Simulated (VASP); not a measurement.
# Cd15Te17 (a cell with a defect) in VASP: further runs, part 2 of 2

VASP 6.6.1.

**3. Single point, HSE06**

Contents of POSCAR:

```
Cd15Te17                                
1.0
    6.6222820000      6.6222820000      6.6222820000
   -6.6222820000     -6.6222820000      6.6222820000
    6.6222820000     -6.6222820000     -6.6222820000
  Te              Cd            
    17    15
Direct
     0.0023569009396521    0.2523862647827450    0.7523864086150588
     0.2621704753524216    0.2515908850635890    0.7515821668283049
     0.4996974442192847    0.9990215838634009    0.7511275711086104
     0.2499925336092160    0.5000007450893249    0.5014235622813084
     0.4999517854183938    0.2502427343568671    0.4985321386964643
     0.7434169425626718    0.9935455897755134    0.4950413310556198
     0.7487885009093008    0.7507771252744297    0.7498923482343044
     0.0015506707273040    0.5122209427075012    0.7517884432270320
     0.2510477515691042    0.0017308226000206    0.0014629647813125
     0.2514407561662770    0.7514979907866851    0.2516661688958464
     0.5014369978304632    0.5015692215230289    0.2516776501114385
     0.7482953504667729    0.2497611698623182    0.2498316484817734
     0.9997234218771329    0.9984920302033105    0.2502441101617470
     0.0014367807521328    0.7496834566854856    0.4995559509799741
     0.5018737983089270    0.7507892398265903    0.0005447489629140
     0.7517892061146886    0.5006064130155256    0.0004179035651014
     0.0000150364351509    0.2500632380049671    0.0112064225612309
     0.2488483720072193    0.9916364660348754    0.7503800020010163
     0.9988373872746473    0.4977558409334590    0.4910317047429557
     0.2489118418084653    0.2492482967545310    0.4907546265351370
     0.4923026941468416    0.0025215475408107    0.5032185975153970
     0.4991739874959492    0.7493033779571933    0.7498513035264768
     0.7403525410020406    0.4997985496426232    0.7493683921180160
     0.9996436946679732    0.9904977934204099    0.9995672991088291
     0.0006992898904178    0.7496929416618510    0.2500496630579827
     0.2593051277389430    0.5095381453241470    0.2594220061196055
     0.4996537626065520    0.2511690608000809    0.2497138923783579
     0.7515543438429693    0.0018303863733614    0.2439994379050348
     0.7533183203817337    0.7430461222643355    0.5018744024154294
     0.2613046865398018    0.7601034672909294    0.0107459785442700
     0.5103661667593523    0.5101968398751080    0.0106462969876324
     0.7404174505781971    0.2498400207049749    0.9993419884958116
```

Contents of INCAR.step1:

```
SYSTEM = Cd15Te17
PREC = Normal ; ENCUT = 400
EDIFF = 1E-5 ; ISMEAR = 0
SIGMA = 0.01 ; LREAL = Auto
LASPH = .True. ; NELM = 80
ALGO = Normal ; ISIF = 2
LWAVE = .True. ; LCHARG = .False.
ICORELEVEL = 1 ; NELECT = 280.0
GGA = PE ; LUSENCCL = .False.
```

Contents of INCAR.step2:

```
SYSTEM = Cd15Te17
PREC = Normal ; ENCUT = 400
EDIFF = 1E-6 ; ISMEAR = 0
SIGMA = 0.01 ; LREAL = Auto
LASPH = .True. ; NELM = 80
ALGO = Normal ; ISIF = 2
LWAVE = .False. ; LCHARG = .False.
GGA = PE ; LHFCALC = .True.
HFSCREEN = 0.2 ; PRECFOCK = Fast
ICORELEVEL = 1 ; NELECT = 280.0
ISTART = 1 ; LUSENCCL = .False.
```

Contents of KPOINTS:

```
regular mesh
0
Gamma
  1 1 1
  0 0 0
```

Potentials or basis: VASP PAW PBE potentials, release 64 (Te, Cd).

On the command line:

```console
> cat potpaw_PBE.64/Te/POTCAR potpaw_PBE.64/Cd/POTCAR > POTCAR
> cp INCAR.step1 INCAR
> mpirun -np 1 vasp_gam > vasp.out
> cp INCAR.step2 INCAR
> mpirun -np 1 vasp_gam > vasp.out
```

Run time: 12 min. Hardware: 1 × NVIDIA H100 80GB with 1 thread of AMD EPYC 7R13 (Zen 3), shared host; peak memory 1.4 GiB.

It converged, with:

```yaml
Free_energy: -100.6610 eV
Largest_force: 0.356 eV/Å
Band_gap_on_the_k_mesh: 1.44 eV, direct
```

Forces on the atoms (eV/Å):
```
Te   0.008 -0.015 -0.007
Te  -0.207 -0.186 -0.207
Te  -0.063 -0.050 -0.004
Te  -0.061  0.064  0.036
Te   0.006 -0.072 -0.058
Te   0.151 -0.168  0.184
Te   0.068  0.063 -0.018
Te   0.184  0.192 -0.216
Te   0.004  0.061 -0.070
Te   0.034 -0.012  0.035
Te   0.008 -0.038  0.037
Te   0.006  0.045  0.051
Te  -0.048 -0.005  0.054
Te   0.025  0.006 -0.057
Te   0.034 -0.070  0.005
Te  -0.054 -0.037 -0.053
Te  -0.199  0.199  0.218
Cd   0.073  0.057 -0.026
Cd  -0.055  0.025  0.076
Cd  -0.018  0.049  0.071
Cd  -0.046 -0.020 -0.047
Cd   0.001 -0.007 -0.024
Cd  -0.039 -0.051 -0.016
Cd   0.052  0.035 -0.051
Cd   0.027  0.022  0.013
Cd   0.056 -0.058  0.032
Cd   0.004 -0.005  0.008
Cd  -0.058  0.063  0.035
Cd   0.040  0.047 -0.066
Cd   0.032 -0.055  0.057
Cd   0.047 -0.025  0.054
Cd  -0.016 -0.052 -0.046
```

Levels at points of the mesh, in eV from the valence-band top:
```csv
k point,band 138,band 139,band 140,band 141,band 142,band 143
"(0.00, 0.00, 0.00)",0.00,0.00,0.00,1.44,1.45,1.47
```

Core levels (eV, on the scale of the bands):
```tsv
atom	levels
1 Te	1s -31616.3, 2s -4843.8, 2p -4347.2, 3s -959.9, 3p -798.5, 3d -554.8, 4s -159.2, 4p -109.2, 4d -36.5
2 Te	1s -31614.2, 2s -4841.7, 2p -4345.1, 3s -957.8, 3p -796.5, 3d -552.7, 4s -157.2, 4p -107.2, 4d -34.5
3 Te	1s -31613.4, 2s -4840.9, 2p -4344.3, 3s -957.0, 3p -795.7, 3d -552.0, 4s -156.4, 4p -106.5, 4d -33.8
4 Te	1s -31613.4, 2s -4840.9, 2p -4344.3, 3s -957.0, 3p -795.7, 3d -552.0, 4s -156.4, 4p -106.5, 4d -33.8
5 Te	1s -31613.4, 2s -4840.9, 2p -4344.3, 3s -957.0, 3p -795.7, 3d -552.0, 4s -156.4, 4p -106.5, 4d -33.8
6 Te	1s -31614.2, 2s -4841.7, 2p -4345.1, 3s -957.8, 3p -796.5, 3d -552.8, 4s -157.2, 4p -107.2, 4d -34.5
```

Caveat: the cell is charged against a uniform background, so pressure and absolute levels hang on convention; the PAW data sets were made with another functional, which shifts forces and pressure a little; spin-orbit coupling is left out, which moves the levels of the heavy elements.
